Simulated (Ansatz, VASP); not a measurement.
# Two plane-wave programs on ZnS

```
CELL_PARAMETERS angstrom
0.00000 2.61114 2.61114
2.61114 0.00000 2.61114
2.61114 2.61114 0.00000
ATOMIC_POSITIONS crystal
Zn 0.25000 0.25000 0.25000
S 0.00000 0.00000 0.00000
```

Alike in both runs: task single point; functional r2SCAN; k mesh 8 × 8 × 8; occupations gaussian, width 0.02 eV; no spin polarisation.

```csv
,VASP,Ansatz
version,VASP 6.6.1,Ansatz 0.2.0
potentials or method,"VASP PAW PBE potentials, release 64 (Zn, S)","scalar-relativistic, plane waves, PAW"
plane-wave cutoff (eV),520,500
valence electrons in the cell,18,18
```

```csv
,VASP,Ansatz,Ansatz less VASP
gap on the k mesh at the Fermi level (eV),3.17,3.15,-0.020
least direct gap on the mesh (eV),3.17,3.15,-0.020
pressure (GPa),9.2,9.1,-0.05
```

Caveats: the PAW data sets were made with another functional, which shifts forces and pressure a little (VASP). r2SCAN opens gaps a little over a GGA but as a rule still falls short of measured ones. A k mesh can miss the band edges.
